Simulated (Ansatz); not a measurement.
Input of an Ansatz 0.2.0 run:

File input.yaml:

```yaml
crystal:
  lattice:
    - [0.0, 2.82891, 2.82891]
    - [2.82891, 0.0, 2.82891]
    - [2.82891, 2.82891, 0.0]
  atoms:
    - { symbol: Ge, position: [0.75, 0.75, 0.75] }
    - { symbol: Ge, position: [0.5, 0.5, 0.5] }
hamiltonian:
  xc: pbe
  pseudopotentials: { kind: paw }
kpoints:
  mp_grid: { grid: [8, 8, 8] }
scf:
  occupations: { method: gaussian, width: 0.02 }
output:
  forces: true
  stress: true
  eigenvalues: true
```

Potentials or basis: Ansatz PAW.

Run with:

```console
$ ansatz run input.yaml --threads 2 --pin off --max-ram 5632MiB --backend cpu --events-out ev --progress --plain --runs-dir out
```

Problem. Estimate the band gap on the k mesh.

Solution. 0.03 eV, direct.

Problem. Estimate the pressure.

Solution. 3.6 GPa.

**What was measured.**

From “Electronic and optical properties of SixGe1-x-ySny alloys lattice-matched to Ge”, 2021, arxiv:2109.02782, for a bulk crystal of Ge at 300 K: band gap 0.807 eV (direct).

A measured gap of Ge is 0.807 eV (direct; 300 K; “Electronic and optical properties of SixGe1-x-ySny alloys lattice-matched to Ge”, 2021, arxiv:2109.02782); the calculated 0.03 eV misses it by -0.78 eV. 3 values of this kind are on record (0.666 to 0.807 eV); this one was drawn at random among those near their median. Spin-orbit coupling on Ge is left out. The value is that of PBE on a finite k mesh, which can miss the band edges, without temperature or zero-point motion. Semilocal functionals fall short of measured gaps as a rule.
